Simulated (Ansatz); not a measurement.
**SrTiO$_{3}$ under compression and expansion**

Space group Pm-3m (No. 221). a = 3.905 Å, b = 3.905 Å, c = 3.905 Å, α = 90.00°, β = 90.00°, γ = 90.00°
| atom | site | symmetry | x | y | z |
| --- | --- | --- | --- | --- | --- |
| Sr | 1a | m-3m | 0.0000 | 0.0000 | 0.0000 |
| Ti | 1b | m-3m | 0.5000 | 0.5000 | 0.5000 |
| O | 3c | 4/mm.m | 0.0000 | 0.5000 | 0.5000 |

The runs use the primitive cell with vectors (3.905, 0.000, 0.000), (0.000, 3.905, 0.000), (0.000, 0.000, 3.905) Å, to which the k mesh refers.

The cell is COD entry 7212245, as deposited and not checked against the literature; nothing was relaxed.

Methods: DFT, PBE, all-electron LAPW, scalar-relativistic (Ansatz 0.2.0); DFT, PBE, PAW with Ansatz's default frozen-core files, scalar-relativistic (Ansatz 0.2.0).

For LAPW: a Γ-centred 7×7×7 k mesh, Fermi–Dirac smearing of 0.05 eV, basis error target 1 meV/atom, no spin polarisation. PAW takes a cutoff of 420 eV at this cell. The Ansatz runs share mesh, smearing and spin set-up. Plane-wave (PAW) pressures include the program's estimate of the Pulay term.

The cell above is scaled evenly, with fractional coordinates and shape held.

```json
{"V/V(cell)": "0.9400", "V (Å³/atom)": "11.195", "P, LAPW (GPa)": "17.63", "P, PAW (GPa)": "17.68", "gap on the k mesh, LAPW (eV)": "2.07"}
{"V/V(cell)": "0.9600", "V (Å³/atom)": "11.433", "P, LAPW (GPa)": "12.71", "P, PAW (GPa)": "12.75", "gap on the k mesh, LAPW (eV)": "2.03"}
{"V/V(cell)": "0.9800", "V (Å³/atom)": "11.671", "P, LAPW (GPa)": "8.29", "P, PAW (GPa)": "8.31", "gap on the k mesh, LAPW (eV)": "1.99"}
{"V/V(cell)": "0.9900", "V (Å³/atom)": "11.790", "P, LAPW (GPa)": "6.24", "P, PAW (GPa)": "6.27", "gap on the k mesh, LAPW (eV)": "1.97"}
{"V/V(cell)": "1.0000", "V (Å³/atom)": "11.909", "P, LAPW (GPa)": "4.31", "P, PAW (GPa)": "4.33", "gap on the k mesh, LAPW (eV)": "1.95"}
{"V/V(cell)": "1.0100", "V (Å³/atom)": "12.029", "P, LAPW (GPa)": "2.47", "P, PAW (GPa)": "2.48", "gap on the k mesh, LAPW (eV)": "1.93"}
{"V/V(cell)": "1.0200", "V (Å³/atom)": "12.148", "P, LAPW (GPa)": "0.72", "P, PAW (GPa)": "0.74", "gap on the k mesh, LAPW (eV)": "1.91"}
{"V/V(cell)": "1.0400", "V (Å³/atom)": "12.386", "P, LAPW (GPa)": "-2.50", "P, PAW (GPa)": "-2.50", "gap on the k mesh, LAPW (eV)": "1.87"}
{"V/V(cell)": "1.0600", "V (Å³/atom)": "12.624", "P, LAPW (GPa)": "-5.40", "P, PAW (GPa)": "-5.40", "gap on the k mesh, LAPW (eV)": "1.83"}
```

Problem. What do Birch–Murnaghan fits to the pressures give?

Solution. LAPW: V0 = 12.20 Å³/atom, B0 = 170 GPa, B0′ = 4.4; PAW: V0 = 12.20 Å³/atom, B0 = 170 GPa, B0′ = 4.4.

PAW's V0 lies 0.01 % from the all-electron value and its B0 0.2 %. Symmetry fixes shape and coordinates here, so this is the relaxed modulus.
